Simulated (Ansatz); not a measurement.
The system is ZrC.

```
Zr C
1.0
     0.00000    2.36500    2.36500
     2.36500    0.00000    2.36500
     2.36500    2.36500    0.00000
Zr C
1 1
Direct
  0.50000 0.50000 0.50000
  0.00000 0.00000 0.00000
```

Program: Ansatz 0.2.0. Alike in all runs: potentials or basis Ansatz PAW; cell as given. Hardware: 2 threads of Arm Neoverse V2, on a shared host.

Order these runs on this cell by their wall time, lowest first.
A. task band structure; level r2SCAN; spin SOC, no magnetisation; k mesh 7 × 7 × 7; cutoff (eV) 500; smearing fermi-dirac 0.05 eV; points for each segment of the path 14
B. task single point; level PBE; spin off; k mesh 10 × 10 × 10; cutoff (eV) 420; smearing gaussian 0.02 eV
C. task band structure; level r2SCAN; spin off; k mesh 10 × 10 × 10; cutoff (eV) 500; smearing fermi-dirac 0.05 eV; points for each segment of the path 14

B (0.53 s), C (2.5 s), A (13 s).
